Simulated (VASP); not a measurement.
Input of a VASP 6.6.1 run:

The input INCAR:

```
SYSTEM = TlBr
PREC = Accurate
ENCUT = 520
EDIFF = 1E-6
ISMEAR = 0
SIGMA = 0.02
LREAL = .FALSE.
LASPH = .TRUE.
NELM = 100
ALGO = Fast
ISIF = 2
LWAVE = .FALSE.
LCHARG = .FALSE.
GGA = PE
IVDW = 12
NBANDS = 17
```

Contents of KPOINTS:

```
Automatic mesh
0
G
  8 8 8
  0 0 0
```

File POSCAR:

```
TlBr
1.0
    3.9791789100      0.0000000000      0.0000000000
    0.0000000000      3.9791789100      0.0000000000
    0.0000000000      0.0000000000      3.9791789100
Tl Br
1 1
Direct
    0.0000000000      0.0000000000      0.0000000000
    0.5000000000      0.5000000000      0.5000000000
```

Potentials or basis: VASP PAW PBE potentials, release 64 (Tl_d, Br).

The run is started by

```console
$ cat potpaw_PBE.64/Tl_d/POTCAR potpaw_PBE.64/Br/POTCAR > POTCAR
$ mpirun -np 1 vasp_std > vasp.out
```

Estimate the band gap on the k mesh.

1.86 eV, direct.

What does it give for the pressure?

0.0 GPa.

Caveat: spin-orbit coupling is left out, which as a rule narrows the gap of such compounds by several tenths of an eV. A k mesh can miss the band edges.
